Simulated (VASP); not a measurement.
# Si in VASP: relaxation of the atoms with PBE

Aim: the relaxation of the atoms of Si with PBE.

All numbers are computed with VASP 6.6.1; they aren't measurements. Logs are shortened: lines on timing, memory, paths and dates and some standing lists are left out, and cuts for length are marked.

### Step 1. The slab as given

The cell holds a slab with vacuum, 16 atoms: a = 7.734 Å, b = 3.867 Å, c = 24.170 Å, α = 90.00°, β = 90.00°, γ = 90.00°.

The cell was built by a generator and needn't be a form met in nature.

### Step 2. Relaxation of the atoms, PBE

The input, INCAR:

```
SYSTEM = Si
ALGO = Fast
DIPOL = 0.5 0.5 0.500
EDIFF = 1E-6
EDIFFG = -0.01
ENCUT = 520
GGA = PE
IBRION = 2
IDIPOL = 3
ISIF = 2
ISMEAR = 0
ISYM = 0
KPAR = 8
LASPH = .True.
LCHARG = .False.
LDIPOL = .True.
LREAL = .False.
LWAVE = .False.
NELM = 120
NSW = 90
PREC = Accurate
SIGMA = 0.03
```

The input, KPOINTS:

```
k-points
0
Gamma
  4 7 1
  0 0 0
```

The input, POSCAR:

```
Si
1.0
    7.7337965900      0.0000000000      0.0000000000
    0.0000000000      3.8668983000      0.0000000000
    0.0000000000      0.0000000000     24.1700850000
Si
16
Direct
   -0.0930978700      0.0000000000      0.3144382800
    0.5930978700      1.0000000000      0.2896142100
    0.5000000000      0.5000000000      0.3585901700
    0.0000000000      0.5000000000      0.3585901700
    0.2500000000      0.5000000000      0.4151541000
    0.7500000000      0.5000000000      0.4151541000
    0.7500000000      1.0000000000      0.4717180300
    0.2500000000      0.0000000000      0.4717180300
    0.5000000000      0.0000000000      0.5282819700
    0.0000000000      0.0000000000      0.5282819700
    0.0000000000      0.5000000000      0.5848459000
    0.5000000000      0.5000000000      0.5848459000
    0.7500000000      0.5000000000      0.6414098300
    0.2500000000      0.5000000000      0.6414098300
    0.1569021300      0.0000000000      0.6855617200
    0.8430978700      0.0000000000      0.7103857900
```

Potentials or basis: VASP PAW PBE potentials, release 64 (Si).

Launch:

```
$ cat potpaw_PBE.64/Si/POTCAR > POTCAR
$ mpirun -np 8 vasp_std > vasp.out
```

OUTCAR:

```text
SYSTEM = Si
   EDIFF = 1E-6
   EDIFFG = -0.01
   ENCUT = 520
   GGA = PE
   IBRION = 2
   ISIF = 2
   ISMEAR = 0
   ISYM = 0
   LASPH = .True.
   LREAL = .False.
   NELM = 120
   NSW = 90
   PREC = Accurate

 ion  position               nearest neighbor table
   1  0.907  0.000  0.314-   4 2.32   4 2.32   2 2.50
   2  0.593  0.000  0.290-   1 2.50   3 2.65   3 2.65
   3  0.500  0.500  0.359-   5 2.37   6 2.37   2 2.65   2 2.65
   4  0.000  0.500  0.359-   1 2.32   1 2.32   6 2.37   5 2.37
   5  0.250  0.500  0.415-   3 2.37   4 2.37   8 2.37   8 2.37
   6  0.750  0.500  0.415-   3 2.37   4 2.37   7 2.37   7 2.37
   7  0.750  0.000  0.472-   6 2.37   6 2.37  10 2.37   9 2.37
   8  0.250  0.000  0.472-   5 2.37   5 2.37  10 2.37   9 2.37
   9  0.500  0.000  0.528-  12 2.37  12 2.37   7 2.37   8 2.37
  10  0.000  0.000  0.528-  11 2.37  11 2.37   7 2.37   8 2.37
  11  0.000  0.500  0.585-  13 2.37  14 2.37  10 2.37  10 2.37
  12  0.500  0.500  0.585-  13 2.37  14 2.37   9 2.37   9 2.37
  13  0.750  0.500  0.641-  11 2.37  12 2.37  16 2.65  16 2.65
  14  0.250  0.500  0.641-  15 2.32  15 2.32  11 2.37  12 2.37
  15  0.157  0.000  0.686-  14 2.32  14 2.32  16 2.50
  16  0.843  0.000  0.710-  15 2.50  13 2.65  13 2.65

IMPORTANT INFORMATION: All symmetrisations will be switched off!
NOSYMM: (Re-)initialisation of all symmetry stuff for point group C_1.

----------------------------------------------------------------------------------------

                                     Primitive cell

  volume of cell :     722.8258

  direct lattice vectors                    reciprocal lattice vectors
     7.733796590  0.000000000  0.000000000     0.129302599  0.000000000  0.000000000
     0.000000000  3.866898300  0.000000000     0.000000000  0.258605198  0.000000000
     0.000000000  0.000000000 24.170085000     0.000000000  0.000000000  0.041373458

  length of vectors
     7.733796590  3.866898300 24.170085000     0.129302599  0.258605198  0.041373458

  position of ions in fractional coordinates (direct lattice)
     0.906902130  0.000000000  0.314438280
     0.593097870  0.000000000  0.289614210
     0.500000000  0.500000000  0.358590170
     0.000000000  0.500000000  0.358590170
     0.250000000  0.500000000  0.415154100
     0.750000000  0.500000000  0.415154100
[... 8 lines left out ...]
     0.156902130  0.000000000  0.685561720
     0.843097870  0.000000000  0.710385790

  ion indices of the primitive-cell ions
   primitive index   ion index
                 1           1
                 2           2
                 3           3
                 4           4
                 5           5
                 6           6
[... 8 lines left out ...]
                15          15
                16          16

----------------------------------------------------------------------------------------

 KPOINTS: k-points

Automatic generation of k-mesh.
 Grid dimensions read from file:
 generate k-points for:    4    7    1

 Generating k-lattice:

  Cartesian coordinates                     Fractional coordinates (reciprocal lattice)
     0.032325650  0.000000000  0.000000000     0.250000000  0.000000000  0.000000000
     0.000000000  0.036943600  0.000000000     0.000000000  0.142857143  0.000000000
     0.000000000  0.000000000  0.041373458     0.000000000  0.000000000  1.000000000

  Length of vectors
     0.032325650  0.036943600  0.041373458

  Shift w.r.t. Gamma in fractional coordinates (k-lattice)
     0.000000000  0.000000000  0.000000000

 Subroutine IBZKPT returns following result:
 ===========================================

 Found     15 irreducible k-points:

 Following reciprocal coordinates:
            Coordinates               Weight
  0.000000  0.000000  0.000000      1.000000
  0.250000  0.000000  0.000000      2.000000
  0.500000  0.000000  0.000000      1.000000
  0.000000  0.142857  0.000000      2.000000
  0.250000  0.142857  0.000000      2.000000
 -0.250000  0.142857  0.000000      2.000000
  0.500000  0.142857  0.000000      2.000000
  0.000000  0.285714  0.000000      2.000000
  0.250000  0.285714  0.000000      2.000000
 -0.250000  0.285714  0.000000      2.000000
  0.500000  0.285714  0.000000      2.000000
  0.000000  0.428571  0.000000      2.000000
  0.250000  0.428571  0.000000      2.000000
 -0.250000  0.428571  0.000000      2.000000
  0.500000  0.428571  0.000000      2.000000
   k-points           NKPTS =     15   k-points in BZ     NKDIM =     15   number of bands    NBANDS=     41
   number of dos      NEDOS =    301   number of ions     NIONS =     16
   total plane-waves  NPLWV = 324000
   dimension x,y,z NGX =    60 NGY =   30 NGZ =  180
   dimension x,y,z NGXF=   120 NGYF=   60 NGZF=  360
   ions per type =              16
   NGX,Y,Z   is equivalent  to a cutoff of  12.90, 12.90, 12.38 a.u.
   NGXF,Y,Z  is equivalent  to a cutoff of  25.80, 25.80, 24.76 a.u.
 SYSTEM =  Si
   PREC   = accura    normal or accurate (medium, high low for compatibility)
   ISTART =      0    job   : 0-new  1-cont  2-samecut
   ICHARG =      2    charge: 1-file 2-atom 10-const
   ISPIN  =      1    spin polarized calculation?
   LNONCOLLINEAR =      F non collinear calculations
   LSORBIT =      F    spin-orbit coupling
   LASPH  =      T    aspherical Exc in radial PAW
   ENCUT  =  520.0 eV  38.22 Ry    6.18 a.u.  14.38  7.19 44.94*2*pi/ulx,y,z
   NELM   =    120;   NELMIN=  2; NELMDL= -5     # of ELM steps
   EDIFF  = 0.1E-05   stopping-criterion for ELM
   LREAL  =      F    real-space projection
   EDIFFG = -.1E-01   stopping-criterion for IOM
   NSW    =     90    number of steps for IOM
   IBRION =      2    ionic relax: 0-MD 1-quasi-New 2-CG
   NFREE  =      1    steps in history (QN), initial steepest desc. (CG)
   ISIF   =      2    stress and relaxation
   ISYM   =      0    0-nonsym 1-usesym 2-fastsym
   POTIM  = 0.5000    time-step for ionic-motion
   TEBEG  =    0.0;   TEEND  =   0.0 temperature during run
   PSTRESS=    0.0 pullay stress
   NELECT =      64.0000    total number of electrons
   NUPDOWN=      -1.0000    fix difference up-down
   EMIN   =  10.00;   EMAX   =-10.00  energy-range for DOS
   EFERMI =   0.00;   METHOD = LEGACY
   ISMEAR =     0;   SIGMA  =   0.03  broadening in eV -4-tet -1-fermi 0-gaus
   EFERMI_NEDOS =   21; number of points for ismear=-14 and -15
   IALGO  =     68    algorithm
   IMIX   =      4    mixing-type and parameters
     AMIX     =   0.40;   BMIX     =  1.00
     AMIX_MAG =   1.60;   BMIX_MAG =  1.00
  volume/ion in A,a.u.               =      45.18       304.87
  Fermi-wavevector in a.u.,A,eV,Ry     =   0.729665  1.378867  7.243894  0.532411
  Thomas-Fermi vector in A             =   1.821443
   LORBIT       =      0    0 simple, 1 ext, 2 COOP (PROOUT), +10 PAW based schemes
   GGA     = PE    functional components
   LHFCALC =     F    Hartree Fock is set to
   AEXX    =    0.0000 exact exchange contribution
   IVDW    =     0    specifies the selected vdW correction
   LEPSILON=     F    determine dielectric tensor
   LRPA    =     F    only Hartree local field effects (RPA)
 conjugate gradient relaxation of ions
 non-spin polarized calculation
 RMM-DIIS sequential band-by-band and
 Gauss-broadening in eV      SIGMA  =   0.03
  energy-cutoff  :      520.00
  volume of cell :      722.83
 maximum number of plane-waves:     19524
 NGX is ok and might be reduce to    60
   NGX = 29   NGY = 15   NGZ = 89

--------------------------------------- Ionic step        1  -------------------------------------------

 number of electron      63.9999995 magnetization

 Free energy of the ion-electron system (eV)
  ---------------------------------------------------
  ext. energy  EPLUGINS =         0.00000000
  ---------------------------------------------------
  free energy    TOTEN  =       -80.50087110 eV

  energy without entropy =      -80.49576741  energy(sigma->0) =      -80.49831926

------------------------ aborting loop because EDIFF is reached ----------------------------------------

  FORCE on cell =-STRESS in cart. coord.  units (eV):
  Direction    XX          YY          ZZ          XY          YZ          ZX
  --------------------------------------------------------------------------------------
  -------------------------------------------------------------------------------------
  Total       -5.9621242     -6.0765968     -3.4121121      0.0000040     -0.0000015      0.0955692
  in kB      -13.2153274    -13.4690614     -7.5631061      0.0000088     -0.0000033      0.2118337
  external PRESSURE =     -11.4158317 kB  Pullay stress =       0.0000000 kB
[... 131 lines left out ...]
  FREE ENERGIE OF THE ION-ELECTRON SYSTEM (eV)
  ---------------------------------------------------
  free  energy   TOTEN  =       -81.2635152833 eV

  energy  without entropy=      -81.2563121413  energy(sigma->0) =      -81.25991371

 vacuum level on the upper side and lower side of the slab       (xc-potential included)        -0.015         0.004

 dipolmoment           0.000000      0.000000     -0.000002 electrons x Angstroem

[... ionic steps 4 to 29 ...]

--------------------------------------- Ionic step       30  -------------------------------------------

 number of electron      63.9999999 magnetization

------------------------ aborting loop because EDIFF is reached ----------------------------------------

  FORCE on cell =-STRESS in cart. coord.  units (eV):
  Direction    XX          YY          ZZ          XY          YZ          ZX
  --------------------------------------------------------------------------------------
  -------------------------------------------------------------------------------------
  Total       -4.5268695      0.8677340     -0.0229928      0.0000002     -0.0000007     -0.1196510
  in kB      -10.0340183      1.9233730     -0.0509646      0.0000005     -0.0000016     -0.2652121
  external PRESSURE =      -2.7205366 kB  Pullay stress =       0.0000000 kB
[... 85 lines left out ...]
  energy  without entropy=      -82.0000855877  energy(sigma->0) =      -82.00008559

--------------------------------------- Ionic step       32  -------------------------------------------

 number of electron      63.9999999 magnetization

 dipolmoment           0.000000      0.000000      0.000146 electrons x Angstroem

 Free energy of the ion-electron system (eV)
  ---------------------------------------------------
  ext. energy  EPLUGINS =         0.00000000
  ---------------------------------------------------
  free energy    TOTEN  =       -82.00011488 eV

  energy without entropy =      -82.00011488  energy(sigma->0) =      -82.00011488

 E-fermi :  -0.0462     XC(G=0):  -4.8354

 val. band max:       -0.1789365808   @ k =   0.5000   0.1429   0.0000
 cond. band min:       0.1653918941   @ k =   0.0000   0.4286   0.0000
 fundamental gap:      0.3443284749
 Fermi energy:        -0.0461636123

 k-point     1 :       0.0000    0.0000    0.0000
  band No.  band energies     occupation
      1     -11.9820      2.00000
      2     -11.6042      2.00000
      3     -10.5635      2.00000
      4      -9.9344      2.00000
      5      -9.8153      2.00000
      6      -9.2418      2.00000
[... 649 lines left out ...]
     40       2.2904      0.00000
     41       2.4076      0.00000

------------------------ aborting loop because EDIFF is reached ----------------------------------------

 vacuum level on the upper side and lower side of the slab       (xc-potential included)        -0.028        -0.024

  FORCE on cell =-STRESS in cart. coord.  units (eV):
  Direction    XX          YY          ZZ          XY          YZ          ZX
  --------------------------------------------------------------------------------------
  -------------------------------------------------------------------------------------
  Total       -4.5259883      0.8668396     -0.0098785     -0.0000000      0.0000002     -0.1069509
  in kB      -10.0320650      1.9213906     -0.0218962     -0.0000000      0.0000005     -0.2370617
  external PRESSURE =      -2.7108568 kB  Pullay stress =       0.0000000 kB

 VOLUME and BASIS-vectors are now :
 -----------------------------------------------------------------------------
  energy-cutoff  :      520.00
  volume of cell :      722.83
      direct lattice vectors                 reciprocal lattice vectors
     7.733796590  0.000000000  0.000000000     0.129302599  0.000000000  0.000000000
     0.000000000  3.866898300  0.000000000     0.000000000  0.258605198  0.000000000
     0.000000000  0.000000000 24.170085000     0.000000000  0.000000000  0.041373458
[... 22 lines left out ...]
  FREE ENERGIE OF THE ION-ELECTRON SYSTEM (eV)
  ---------------------------------------------------
  free  energy   TOTEN  =       -82.0001148804 eV

  energy  without entropy=      -82.0001148804  energy(sigma->0) =      -82.00011488

 reached required accuracy - stopping structural energy minimisation

 vacuum level on the upper side and lower side of the slab         4.781         4.786
```

It took 22 min on 8 MPI ranks of Intel Xeon 6975P-C (Granite Rapids), shared host; peak memory 0.89 GiB.

Results:

```yaml
Free_energy: -82.0001 eV
Energy_gained_by_relaxing: 93.7 meV/atom
Ionic_steps: 32
Largest_force_after_relaxing: 0.009 eV/Å
Band_gap_on_the_k_mesh: 0.34 eV, indirect (least direct gap 0.65 eV)
```

Forces on the atoms (eV/Å):
```
Si   0.002  0.000  0.001
Si   0.000  0.000 -0.001
Si   0.004  0.000 -0.002
Si   0.003  0.000  0.001
Si   0.009  0.000 -0.001
Si   0.003  0.000 -0.001
Si   0.001  0.000  0.001
Si  -0.005  0.000 -0.002
Si   0.001  0.000 -0.001
Si   0.001  0.000  0.002
Si  -0.003  0.000  0.004
Si  -0.006  0.000 -0.001
Si  -0.007  0.000  0.000
Si  -0.005  0.000 -0.002
Si   0.003  0.000  0.002
Si   0.000  0.000  0.001
```

The path:
```
step  energy change (eV)  largest force (eV/Å)  pressure (GPa)
   1              0.0000                1.5257           -1.14
   2             -0.3678                0.8926           -1.16
   3             -0.7626                1.0410           -0.96
   4             -0.9879                0.7418           -0.82
   5             -1.0119                1.0449           -0.72
   6             -1.1590                0.5214           -0.69
   7             -1.2050                0.4451           -0.63
   8             -1.2701                0.4002           -0.62
   9             -1.3335                0.5280           -0.58
  10             -1.3820                0.4341           -0.55
  11             -1.4446                0.3562           -0.49
  12             -1.4704                0.1949           -0.46
  13             -1.4771                0.1821           -0.43
  14             -1.4836                0.1469           -0.41
  15             -1.4900                0.1107           -0.37
  16             -1.4901                0.1224           -0.36
  17             -1.4938                0.0776           -0.36
  18             -1.4942                0.0914           -0.37
  19             -1.4965                0.0622           -0.35
  20             -1.4968                0.0746           -0.35
  21             -1.4980                0.0543           -0.32
  22             -1.4980                0.0637           -0.31
  23             -1.4986                0.0222           -0.29
  24             -1.4986                0.0242           -0.29
  25             -1.4988                0.0213           -0.29
  26             -1.4988                0.0230           -0.29
  27             -1.4990                0.0155           -0.28
  28             -1.4991                0.0292           -0.28
  29             -1.4992                0.0144           -0.28
  30             -1.4992                0.0113           -0.27
  31             -1.4992                0.0118           -0.27
  32             -1.4992                0.0087           -0.27
```

Final structure:
```yaml
crystal:
  lattice:
    - [7.73380, 0.00000, 0.00000]
    - [0.00000, 3.86690, 0.00000]
    - [0.00000, 0.00000, 24.17009]
  atoms:
    - { symbol: Si, position: [0.85950, 0.00000, 0.32970] }
    - { symbol: Si, position: [0.57982, 0.00000, 0.29695] }
    - { symbol: Si, position: [0.52780, 0.50000, 0.35349] }
    - { symbol: Si, position: [0.99803, 0.50000, 0.36143] }
    - { symbol: Si, position: [0.27151, 0.50000, 0.40870] }
    - { symbol: Si, position: [0.74565, 0.50000, 0.42182] }
    - { symbol: Si, position: [0.75500, 0.00000, 0.47720] }
    - { symbol: Si, position: [0.27021, 0.00000, 0.46675] }
    - { symbol: Si, position: [0.50344, 0.00000, 0.53312] }
    - { symbol: Si, position: [0.02142, 0.00000, 0.52334] }
    - { symbol: Si, position: [0.01081, 0.50000, 0.57855] }
    - { symbol: Si, position: [0.50886, 0.50000, 0.59101] }
    - { symbol: Si, position: [0.77655, 0.50000, 0.64179] }
    - { symbol: Si, position: [0.24829, 0.50000, 0.64420] }
    - { symbol: Si, position: [0.10443, 0.00000, 0.67259] }
    - { symbol: Si, position: [0.81867, 0.00000, 0.69935] }
```
